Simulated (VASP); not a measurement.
# Cu in VASP: notebook

The runs below take Cu through single point, with PBE.

Everything below comes from runs of VASP 6.6.1. Logs are shortened: lines on timing, memory, paths and dates and some standing lists are left out, and cuts for length are marked.

**1. The cell of the first run**

The cell holds a slab with vacuum, 3 atoms: a = 2.567 Å, b = 2.567 Å, c = 18.191 Å, α = 90.00°, β = 90.00°, γ = 120.00°.

The slab is cut from a database's or a generator's crystal, which needn't be the stable form of the element.

**2. Single point, PBE (clean slab, lower half held)**

Input file INCAR:

```
PREC     = Accurate       # precision mode
ENCUT    = 520            # plane-wave cutoff, eV
EDIFF    = 1E-7           # SCF threshold, eV
ISMEAR   = 0              # smearing method
SIGMA    = 0.1            # smearing width, eV
LREAL    = F              # projectors in reciprocal space
LASPH    = T              # aspherical terms in the spheres
NELM     = 100            # most SCF steps
ALGO     = Normal         # electronic algorithm
ISIF     = 2              # what is computed and relaxed
LWAVE    = F              # write WAVECAR
LCHARG   = F              # write CHGCAR
LDIPOL   = T            
IDIPOL   = 3            
DIPOL    = 0.5 0.5 0.498
GGA      = PE             # functional
NBANDS   = 24             # bands
```

Input file KPOINTS:

```
Automatic mesh
0
Gamma
  12 12 1
```

Input file POSCAR:

```
Cu
1.0
    2.5666196361      0.0000000000      0.0000000000
   -1.2833098180      2.2227578067      0.0000000000
    0.0000000000      0.0000000000     18.1912723148
Cu
3
Direct
    0.6666666667      0.3333333333      0.3847999128
    0.3333333333      0.6666666667      0.4981368735
    0.0000000000      0.0000000000      0.6114815787
```

Potentials or basis: VASP PAW PBE potentials, release 64 (Cu).

The run is started by

```sh
> cat potpaw_PBE.64/Cu/POTCAR > POTCAR
> mpirun -np 1 vasp_std > vasp.out
```

OUTCAR:

```text
PREC = Accurate
   ENCUT = 520
   EDIFF = 1E-7
   ISMEAR = 0
   LREAL = F
   LASPH = T
   NELM = 100
   ISIF = 2
   GGA = PE

 ion  position               nearest neighbor table
   1  0.667  0.333  0.385-   2 2.54   2 2.54   2 2.54
   2  0.333  0.667  0.498-   1 2.54   1 2.54   1 2.54   3 2.54   3 2.54   3 2.54
   3  0.000  0.000  0.611-   2 2.54   2 2.54   2 2.54

  LATTYP: Found a hexagonal cell.
 ALAT       =     2.5666196361
 C/A-ratio  =     7.0876385651

  Lattice vectors:

 A1 = (   2.5666196361,   0.0000000000,   0.0000000000)
 A2 = (  -1.2833098180,   2.2227578067,   0.0000000000)
 A3 = (   0.0000000000,   0.0000000000,  18.1912723148)

Analysis of symmetry for initial positions (statically):
=====================================================================
 Subroutine PRICEL returns:
 Original cell was already a primitive cell.

 Routine SETGRP: Setting up the symmetry group for a
 hexagonal supercell.

 Subroutine GETGRP returns: Found 12 space group operations
 (whereof  6 operations were pure point group operations)
 out of a pool of 24 trial point group operations.

The static configuration has the point symmetry C_3v.
 The point group associated with its full space group is D_3d.

Analysis of symmetry for dynamics (positions and initial velocities):
=====================================================================
 Subroutine PRICEL returns:
 Original cell was already a primitive cell.

 Routine SETGRP: Setting up the symmetry group for a
 hexagonal supercell.

 Subroutine GETGRP returns: Found 12 space group operations
 (whereof  6 operations were pure point group operations)
 out of a pool of 24 trial point group operations.

The dynamic configuration has the point symmetry C_3v.
 The point group associated with its full space group is D_3d.

 Subroutine INISYM returns: Found 12 space group operations
 (whereof  6 operations are pure point group operations),
 and found     1 'primitive' translations

----------------------------------------------------------------------------------------

                                     Primitive cell

  volume of cell :     103.7807

  direct lattice vectors                    reciprocal lattice vectors
     2.566619636  0.000000000  0.000000000     0.389617529  0.224945785  0.000000000
    -1.283309818  2.222757807  0.000000000     0.000000000  0.449891570  0.000000000
     0.000000000  0.000000000 18.191272315     0.000000000  0.000000000  0.054971416

  length of vectors
     2.566619636  2.566619636 18.191272315     0.449891570  0.449891570  0.054971416

  position of ions in fractional coordinates (direct lattice)
     0.666666667  0.333333333  0.384799913
     0.333333333  0.666666667  0.498136874
     0.000000000  0.000000000  0.611481579

  ion indices of the primitive-cell ions
   primitive index   ion index
                 1           1
                 2           2
                 3           3

----------------------------------------------------------------------------------------

 KPOINTS: Automatic mesh

Automatic generation of k-mesh.
 Grid dimensions read from file:
 generate k-points for:   12   12    1

 Generating k-lattice:

  Cartesian coordinates                     Fractional coordinates (reciprocal lattice)
     0.032468127  0.018745482  0.000000000     0.083333333 -0.000000000  0.000000000
     0.000000000  0.037490964  0.000000000     0.000000000  0.083333333  0.000000000
     0.000000000  0.000000000  0.054971416     0.000000000  0.000000000  1.000000000

  Length of vectors
     0.037490964  0.037490964  0.054971416

  Shift w.r.t. Gamma in fractional coordinates (k-lattice)
     0.000000000  0.000000000  0.000000000

 Subroutine IBZKPT returns following result:
 ===========================================

 Found     19 irreducible k-points:

 Following reciprocal coordinates:
            Coordinates               Weight
  0.000000  0.000000  0.000000      1.000000
  0.083333 -0.000000  0.000000      6.000000
  0.166667  0.000000  0.000000      6.000000
  0.250000  0.000000  0.000000      6.000000
  0.333333  0.000000  0.000000      6.000000
  0.416667 -0.000000  0.000000      6.000000
[... 11 lines left out ...]
  0.333333  0.250000  0.000000     12.000000
  0.333333  0.333333  0.000000      2.000000
   k-points           NKPTS =     19   k-points in BZ     NKDIM =     19   number of bands    NBANDS=     24
   number of dos      NEDOS =    301   number of ions     NIONS =      3
   total plane-waves  NPLWV =  56000
   dimension x,y,z NGX =    20 NGY =   20 NGZ =  140
   dimension x,y,z NGXF=    40 NGYF=   40 NGZF=  280
   ions per type =               3
   NGX,Y,Z   is equivalent  to a cutoff of  12.95, 12.95, 12.79 a.u.
   NGXF,Y,Z  is equivalent  to a cutoff of  25.91, 25.91, 25.59 a.u.
 SYSTEM =  unknown system
   PREC   = accura    normal or accurate (medium, high low for compatibility)
   ISTART =      0    job   : 0-new  1-cont  2-samecut
   ICHARG =      2    charge: 1-file 2-atom 10-const
   ISPIN  =      1    spin polarized calculation?
   LNONCOLLINEAR =      F non collinear calculations
   LSORBIT =      F    spin-orbit coupling
   LASPH  =      T    aspherical Exc in radial PAW
   ENCUT  =  520.0 eV  38.22 Ry    6.18 a.u.   4.77  4.77 33.82*2*pi/ulx,y,z
   NELM   =    100;   NELMIN=  2; NELMDL= -5     # of ELM steps
   EDIFF  = 0.1E-06   stopping-criterion for ELM
   LREAL  =      F    real-space projection
   EDIFFG = 0.1E-05   stopping-criterion for IOM
   NSW    =      0    number of steps for IOM
   IBRION =     -1    ionic relax: 0-MD 1-quasi-New 2-CG
   NFREE  =      0    steps in history (QN), initial steepest desc. (CG)
   ISIF   =      2    stress and relaxation
   ISYM   =      2    0-nonsym 1-usesym 2-fastsym
   POTIM  = 0.5000    time-step for ionic-motion
   TEBEG  =    0.0;   TEEND  =   0.0 temperature during run
   PSTRESS=    0.0 pullay stress
   NELECT =      33.0000    total number of electrons
   NUPDOWN=      -1.0000    fix difference up-down
   EMIN   =  10.00;   EMAX   =-10.00  energy-range for DOS
   EFERMI =   0.00;   METHOD = LEGACY
   ISMEAR =     0;   SIGMA  =   0.10  broadening in eV -4-tet -1-fermi 0-gaus
   EFERMI_NEDOS =   21; number of points for ismear=-14 and -15
   IALGO  =     38    algorithm
   IMIX   =      4    mixing-type and parameters
     AMIX     =   0.40;   BMIX     =  1.00
     AMIX_MAG =   1.60;   BMIX_MAG =  1.00
  volume/ion in A,a.u.               =      34.59       233.45
  Fermi-wavevector in a.u.,A,eV,Ry     =   1.117396  2.111573 16.987888  1.248575
  Thomas-Fermi vector in A             =   2.254019
   LORBIT       =      0    0 simple, 1 ext, 2 COOP (PROOUT), +10 PAW based schemes
   GGA     = PE    functional components
   LHFCALC =     F    Hartree Fock is set to
   AEXX    =    0.0000 exact exchange contribution
   IVDW    =     0    specifies the selected vdW correction
   LEPSILON=     F    determine dielectric tensor
   LRPA    =     F    only Hartree local field effects (RPA)
 non-spin polarized calculation
 Gauss-broadening in eV      SIGMA  =   0.10
  energy-cutoff  :      520.00
  volume of cell :      103.78
 maximum number of plane-waves:      2818
 NGX is ok and might be reduce to    20
   NGX =  9   NGY =  9   NGZ = 67

 dipolmoment           0.000000      0.000000     -0.000001 electrons x Angstroem

 number of electron      33.0000008 magnetization

 dipolmoment           0.000000      0.000000      0.000276 electrons x Angstroem

 Free energy of the ion-electron system (eV)
  ---------------------------------------------------
  ext. energy  EPLUGINS =         0.00000000
  ---------------------------------------------------
  free energy    TOTEN  =       -10.22710991 eV

  energy without entropy =      -10.20858889  energy(sigma->0) =      -10.21784940

 E-fermi :  -0.4635     XC(G=0):  -5.3361

 val. band max:       -0.4725794878   @ k =   0.3333   0.1667   0.0000
 cond. band min:      -0.4629438044   @ k =   0.2500   0.2500   0.0000
 fundamental gap:      0.0096356834
 Fermi energy:        -0.4634625404

 k-point     1 :       0.0000    0.0000    0.0000
  band No.  band energies     occupation
      1      -9.0368      2.00000
      2      -7.0190      2.00000
      3      -5.5468      2.00000
      4      -3.4002      2.00000
      5      -3.4002      2.00000
      6      -3.3839      2.00000
[... 16 lines left out ...]
     23       7.2499      0.00000
     24       7.4610      0.00000

 k-point     2 :       0.0833   -0.0000    0.0000
  band No.  band energies     occupation
      1      -8.8183      2.00000
      2      -6.8144      2.00000
      3      -5.3860      2.00000
      4      -3.5256      2.00000
      5      -3.3972      2.00000
      6      -3.3744      2.00000
[... 16 lines left out ...]
     23       7.4588      0.00000
     24       7.6448      0.00000

 k-point     3 :       0.1667    0.0000    0.0000
  band No.  band energies     occupation
      1      -8.1817      2.00000
      2      -6.2414      2.00000
      3      -4.9645      2.00000
      4      -3.7441      2.00000
      5      -3.5929      2.00000
      6      -3.4052      2.00000
[... 16 lines left out ...]
     23       8.0839      0.00000
     24       8.2035      0.00000

 k-point     4 :       0.2500    0.0000    0.0000
  band No.  band energies     occupation
      1      -7.2027      2.00000
      2      -5.4940      2.00000
      3      -4.5394      2.00000
      4      -3.9398      2.00000
      5      -3.8075      2.00000
      6      -3.3949      2.00000
[... 16 lines left out ...]
     23       9.0893      0.00000
     24       9.1288      0.00000

 k-point     5 :       0.3333    0.0000    0.0000
  band No.  band energies     occupation
      1      -6.1035      2.00000
      2      -5.0304      2.00000
      3      -4.4830      2.00000
      4      -4.1611      2.00000
      5      -3.7958      2.00000
      6      -3.4179      2.00000
[... 16 lines left out ...]
     23       8.1069      0.00000
     24       9.0763      0.00000

 k-point     6 :       0.4167   -0.0000    0.0000
  band No.  band energies     occupation
      1      -5.3538      2.00000
      2      -4.9367      2.00000
      3      -4.5524      2.00000
      4      -4.3603      2.00000
      5      -3.8173      2.00000
      6      -3.4192      2.00000
[... 16 lines left out ...]
     23       8.7967      0.00000
     24       9.7092      0.00000
[... 244 lines left out ...]
 k-point    16 :       0.4167    0.1667    0.0000
  band No.  band energies     occupation
      1      -4.8069      2.00000
      2      -4.6771      2.00000
      3      -4.3819      2.00000
      4      -4.1606      2.00000
      5      -3.8288      2.00000
      6      -3.5493      2.00000
[... 16 lines left out ...]
     23       9.2329      0.00000
     24       9.4391      0.00000

 k-point    17 :       0.2500    0.2500    0.0000
  band No.  band energies     occupation
      1      -4.8693      2.00000
      2      -4.5767      2.00000
      3      -4.2478      2.00000
      4      -4.0586      2.00000
      5      -3.7755      2.00000
      6      -3.6426      2.00000
[... 16 lines left out ...]
     23       8.4772      0.00000
     24       9.3645      0.00000

 k-point    18 :       0.3333    0.2500    0.0000
  band No.  band energies     occupation
      1      -4.5291      2.00000
      2      -4.4535      2.00000
      3      -4.2507      2.00000
      4      -4.0921      2.00000
      5      -3.8571      2.00000
      6      -3.6254      2.00000
[... 16 lines left out ...]
     23       7.9873      0.00000
     24       9.3242      0.00000

 k-point    19 :       0.3333    0.3333    0.0000
  band No.  band energies     occupation
      1      -4.3031      2.00000
      2      -4.2611      2.00000
      3      -4.2567      2.00000
      4      -4.0866      2.00000
      5      -4.0842      2.00000
      6      -3.4414      2.00000
[... 16 lines left out ...]
     23       7.6332      0.00000
     24       8.8739      0.00000

------------------------ aborting loop because EDIFF is reached ----------------------------------------

 vacuum level on the upper side and lower side of the slab       (xc-potential included)        -0.118        -0.127

  FORCE on cell =-STRESS in cart. coord.  units (eV):
  Direction    XX          YY          ZZ          XY          YZ          ZX
  --------------------------------------------------------------------------------------
  -------------------------------------------------------------------------------------
  Total       -0.7619203     -0.7619203      0.0825291     -0.0000000      0.0000000      0.0000000
  in kB      -11.7626015    -11.7626015      1.2740924     -0.0000000      0.0000000      0.0000000
  external PRESSURE =      -7.4170368 kB  Pullay stress =       0.0000000 kB

 VOLUME and BASIS-vectors are now :
 -----------------------------------------------------------------------------
  energy-cutoff  :      520.00
  volume of cell :      103.78
      direct lattice vectors                 reciprocal lattice vectors
     2.566619636  0.000000000  0.000000000     0.389617529  0.224945785  0.000000000
    -1.283309818  2.222757807  0.000000000     0.000000000  0.449891570  0.000000000
     0.000000000  0.000000000 18.191272315     0.000000000  0.000000000  0.054971416

 POSITION                                       TOTAL-FORCE (eV/Angst)
 -----------------------------------------------------------------------------------
      1.28331      0.74092      7.00000         0.000000      0.000000     -0.025086
     -0.00000      1.48184      9.06174         0.000000      0.000000     -0.000000
      0.00000      0.00000     11.12363        -0.000000     -0.000000      0.025086
 -----------------------------------------------------------------------------------
    total drift:                                0.000000      0.000000      0.054983

  FREE ENERGIE OF THE ION-ELECTRON SYSTEM (eV)
  ---------------------------------------------------
  free  energy   TOTEN  =       -10.2271099065 eV

  energy  without entropy=      -10.2085888870  energy(sigma->0) =      -10.21784940

 vacuum level on the upper side and lower side of the slab         4.142         4.134
```

Run time: 57 s. Hardware: 1 thread of Intel Xeon Platinum 8375C at 2.90GHz (Ice Lake), shared host; peak memory 0.22 GiB.

Results:

```
Free energy            : -10.2271 eV
Largest force          : 0.025 eV/Å
Band gap on the k mesh : none (metal or under the smearing width)
```

Forces on the atoms (eV/Å):
```
Cu   0.000  0.000 -0.025
Cu   0.000  0.000  0.000
Cu   0.000  0.000  0.025
```

**3. Single point, PBE (the clean substrate in the cell of the map)**

Input file INCAR:

```
PREC = Accurate ; ENCUT = 520
EDIFF = 1E-6 ; ISMEAR = 0
SIGMA = 0.1 ; LREAL = False
LASPH = True ; NELM = 100
ALGO = Fast ; ISIF = 2
LWAVE = False ; LCHARG = True
LDIPOL = True ; IDIPOL = 3
DIPOL = 0.5 0.5 0.274 ; GGA = PE
LELF = True ; LVHAR = True
LVACPOTAV = True ; NBANDS = 78
```

Input file KPOINTS:

```
Automatic mesh
0
Gamma
  6 6 1
```

Input file POSCAR:

```
Cu
1.0
    5.1332392708      0.0000000000      0.0000000000
   -2.5666196354      4.4455156122      0.0000000000
    0.0000000000      0.0000000000     22.1236281850
Cu
12
Direct
    0.3333333333      0.1666666667      0.1808021707
    0.3333333333      0.6666666667      0.1808021707
    0.8333333333      0.1666666667      0.1808021707
    0.8333333333      0.6666666667      0.1808021707
    0.1666666667      0.3333333333      0.2739941019
    0.1666666667      0.8333333333      0.2739941019
    0.6666666667      0.3333333333      0.2739941019
    0.6666666667      0.8333333333      0.2739941019
    0.0000000000      0.0000000000      0.3671924025
    0.0000000000      0.5000000000      0.3671924025
    0.5000000000      0.0000000000      0.3671924025
    0.5000000000      0.5000000000      0.3671924025
```

Potentials or basis: VASP PAW PBE potentials, release 64 (Cu).

The run is started by

```sh
> cat potpaw_PBE.64/Cu/POTCAR > POTCAR
> mpirun -np 1 vasp_std > vasp.out
```

Run time: 6.6 min. Hardware: 1 thread of AMD EPYC 9R45 (Zen 5), shared host; peak memory 0.57 GiB.

Results (log left out):

```
Free energy                     : -40.9107 eV
Largest force                   : 0.024 eV/Å
Band gap on the k mesh          : none (metal or under the smearing width)
Work function of the upper face : 4.71 eV
Work function of the lower face : 4.70 eV
```

Forces on the atoms (eV/Å):
```
Cu   0.000  0.000 -0.024
Cu   0.000  0.000 -0.024
Cu   0.000  0.000 -0.024
Cu   0.000  0.000 -0.024
Cu   0.000  0.000  0.000
Cu   0.000  0.000  0.000
Cu   0.000  0.000  0.000
Cu   0.000  0.000  0.000
Cu   0.000  0.000  0.024
Cu   0.000  0.000  0.024
Cu   0.000  0.000  0.024
Cu   0.000  0.000  0.024
```

Levels at points of the mesh, in eV from the Fermi level:
```
           k point  band 63  band 64  band 65  band 66  band 67  band 68  band 69  band 70
(0.00, 0.00, 0.00)    -1.31     0.01     0.07     0.07     0.07     1.18     1.18     1.18
(0.50, 0.00, 0.00)    -1.48    -1.48     0.00     0.00     0.36     0.36     1.17     1.17
```
